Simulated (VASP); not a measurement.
Write the native input for VASP 6.6.1 that does the following.

| Item | Value |
| --- | --- |
| Task | band structure |
| Functional | TB-mBJ |
| Potentials or basis | VASP PAW PBE potentials, release 64 (Al, As) |
| Cutoff | 520 eV |
| k mesh | 6 × 6 × 6 |
| Occupations | gaussian, width 0.03 eV |
| Spin | spin-orbit coupling, no magnetisation |
| Further INCAR settings | ALGO = Normal; EDIFF = 1e-06; NBANDS = 22 |

Crystal: AlAs.

```
CELL_PARAMETERS angstrom
0.00000 2.84090 2.84090
2.84090 0.00000 2.84090
2.84090 2.84090 0.00000
ATOMIC_POSITIONS crystal
Al 0.00000 0.00000 0.00000
As 0.25000 0.25000 0.25000
```

The cell was built by a generator and needn't be a form met in nature.

One way to write it, as run:

POSCAR

```
AlAs                                    
1.0
    0.0000000000      2.8408956351      2.8408956351
    2.8408956351      0.0000000000      2.8408956351
    2.8408956351      2.8408956351      0.0000000000
  Al              As            
     1     1
Direct
     0.0000000000000000    0.0000000000000000    0.0000000000000000
     0.2500000000000000    0.2500000000000000    0.2500000000000000
```

INCAR.step1

```
PREC = Accurate
ENCUT = 520
EDIFF = 1E-5
ISMEAR = 0
SIGMA = 0.03
LREAL = F
LASPH = T
NELM = 80
ALGO = Normal
ISIF = 2
LWAVE = T
LCHARG = F
MAGMOM = 0 0 0 0 0 0
LORBIT = 11
LSORBIT = T
GGA_COMPAT = F
NBANDS = 22
GGA = PE
```

INCAR.step2

```
PREC = Accurate
ENCUT = 520
EDIFF = 1E-6
ISMEAR = 0
SIGMA = 0.03
LREAL = F
LASPH = T
NELM = 80
ALGO = Normal
ISIF = 2
LWAVE = F
LCHARG = F
MAGMOM = 0 0 0 0 0 0
LORBIT = 11
LSORBIT = T
GGA_COMPAT = F
METAGGA = MBJ
NBANDS = 22
ISTART = 1
```

KPOINTS

```
Automatic mesh
0
Gamma
  6 6 6
```

KPOINTS_OPT

```
explicit points
109
Reciprocal
 0.0000000000  0.0000000000  0.0000000000 1
 0.0555555556  0.0000000000  0.0555555556 1
 0.1111111111  0.0000000000  0.1111111111 1
 0.1666666667  0.0000000000  0.1666666667 1
 0.2222222222  0.0000000000  0.2222222222 1
 0.2777777778  0.0000000000  0.2777777778 1
 0.3333333333  0.0000000000  0.3333333333 1
 0.3888888889  0.0000000000  0.3888888889 1
 0.4444444444  0.0000000000  0.4444444444 1
 0.5000000000  0.0000000000  0.5000000000 1
 0.5000000000  0.0000000000  0.5000000000 1
 0.5000000000  0.0277777778  0.5277777778 1
 0.5000000000  0.0555555556  0.5555555556 1
 0.5000000000  0.0833333333  0.5833333333 1
 0.5000000000  0.1111111111  0.6111111111 1
 0.5000000000  0.1388888889  0.6388888889 1
 0.5000000000  0.1666666667  0.6666666667 1
 0.5000000000  0.1944444444  0.6944444444 1
 0.5000000000  0.2222222222  0.7222222222 1
 0.5000000000  0.2500000000  0.7500000000 1
 0.5000000000  0.2500000000  0.7500000000 1
 0.4861111111  0.2638888889  0.7500000000 1
 0.4722222222  0.2777777778  0.7500000000 1
 0.4583333333  0.2916666667  0.7500000000 1
 0.4444444444  0.3055555556  0.7500000000 1
 0.4305555556  0.3194444444  0.7500000000 1
 0.4166666667  0.3333333333  0.7500000000 1
 0.4027777778  0.3472222222  0.7500000000 1
 0.3888888889  0.3611111111  0.7500000000 1
 0.3750000000  0.3750000000  0.7500000000 1
 0.3750000000  0.3750000000  0.7500000000 1
 0.3333333333  0.3333333333  0.6666666667 1
 0.2916666667  0.2916666667  0.5833333333 1
 0.2500000000  0.2500000000  0.5000000000 1
 0.2083333333  0.2083333333  0.4166666667 1
 0.1666666667  0.1666666667  0.3333333333 1
 0.1250000000  0.1250000000  0.2500000000 1
 0.0833333333  0.0833333333  0.1666666667 1
 0.0416666667  0.0416666667  0.0833333333 1
 0.0000000000  0.0000000000  0.0000000000 1
 0.0000000000  0.0000000000  0.0000000000 1
 0.0555555556  0.0555555556  0.0555555556 1
 0.1111111111  0.1111111111  0.1111111111 1
 0.1666666667  0.1666666667  0.1666666667 1
 0.2222222222  0.2222222222  0.2222222222 1
 0.2777777778  0.2777777778  0.2777777778 1
 0.3333333333  0.3333333333  0.3333333333 1
 0.3888888889  0.3888888889  0.3888888889 1
 0.4444444444  0.4444444444  0.4444444444 1
 0.5000000000  0.5000000000  0.5000000000 1
 0.5000000000  0.5000000000  0.5000000000 1
 0.5138888889  0.4722222222  0.5138888889 1
 0.5277777778  0.4444444444  0.5277777778 1
 0.5416666667  0.4166666667  0.5416666667 1
 0.5555555556  0.3888888889  0.5555555556 1
 0.5694444444  0.3611111111  0.5694444444 1
 0.5833333333  0.3333333333  0.5833333333 1
 0.5972222222  0.3055555556  0.5972222222 1
 0.6111111111  0.2777777778  0.6111111111 1
 0.6250000000  0.2500000000  0.6250000000 1
 0.6250000000  0.2500000000  0.6250000000 1
 0.6111111111  0.2500000000  0.6388888889 1
 0.5972222222  0.2500000000  0.6527777778 1
 0.5833333333  0.2500000000  0.6666666667 1
 0.5694444444  0.2500000000  0.6805555556 1
 0.5555555556  0.2500000000  0.6944444444 1
 0.5416666667  0.2500000000  0.7083333333 1
 0.5277777778  0.2500000000  0.7222222222 1
 0.5138888889  0.2500000000  0.7361111111 1
 0.5000000000  0.2500000000  0.7500000000 1
 0.5000000000  0.2500000000  0.7500000000 1
 0.5000000000  0.2777777778  0.7222222222 1
 0.5000000000  0.3055555556  0.6944444444 1
 0.5000000000  0.3333333333  0.6666666667 1
 0.5000000000  0.3611111111  0.6388888889 1
 0.5000000000  0.3888888889  0.6111111111 1
 0.5000000000  0.4166666667  0.5833333333 1
 0.5000000000  0.4444444444  0.5555555556 1
 0.5000000000  0.4722222222  0.5277777778 1
 0.5000000000  0.5000000000  0.5000000000 1
 0.5000000000  0.5000000000  0.5000000000 1
 0.4861111111  0.4861111111  0.5277777778 1
 0.4722222222  0.4722222222  0.5555555556 1
 0.4583333333  0.4583333333  0.5833333333 1
 0.4444444444  0.4444444444  0.6111111111 1
 0.4305555556  0.4305555556  0.6388888889 1
 0.4166666667  0.4166666667  0.6666666667 1
 0.4027777778  0.4027777778  0.6944444444 1
 0.3888888889  0.3888888889  0.7222222222 1
 0.3750000000  0.3750000000  0.7500000000 1
 0.6250000000  0.2500000000  0.6250000000 1
 0.6111111111  0.2222222222  0.6111111111 1
 0.5972222222  0.1944444444  0.5972222222 1
 0.5833333333  0.1666666667  0.5833333333 1
 0.5694444444  0.1388888889  0.5694444444 1
 0.5555555556  0.1111111111  0.5555555556 1
 0.5416666667  0.0833333333  0.5416666667 1
 0.5277777778  0.0555555556  0.5277777778 1
 0.5138888889  0.0277777778  0.5138888889 1
 0.5000000000  0.0000000000  0.5000000000 1
 0.0000000000  0.0000000000  0.0000000000 1
 0.3750000000  0.3750000000  0.7500000000 1
 0.5000000000  0.5000000000  0.5000000000 1
 0.6250000000  0.2500000000  0.6250000000 1
 0.5000000000  0.2500000000  0.7500000000 1
 0.5000000000  0.0000000000  0.5000000000 1
 0.4000000000  0.0000000000  0.4000000000 1
 0.4250000000  0.0000000000  0.4250000000 1
 0.4500000000  0.0000000000  0.4500000000 1
```

Potentials or basis: VASP PAW PBE potentials, release 64 (Al, As).

Run with:

```console
$ cat potpaw_PBE.64/Al/POTCAR potpaw_PBE.64/As/POTCAR > POTCAR
$ cp INCAR.step1 INCAR
$ mpirun -np 1 vasp_ncl > vasp.out
$ cp INCAR.step2 INCAR
$ mpirun -np 1 vasp_ncl > vasp.out
```

Results of the run:

```yaml
Valence_electrons_inside_the_program's_atomic_spheres: Al 0.64; As 3.00
```

Wall time 8.3 min on 1 thread of Intel(R) Xeon(R) Platinum 8259CL CPU @ 2.50GHz (Skylake/Cascade Lake), on a shared host, peak memory 0.33 GiB.
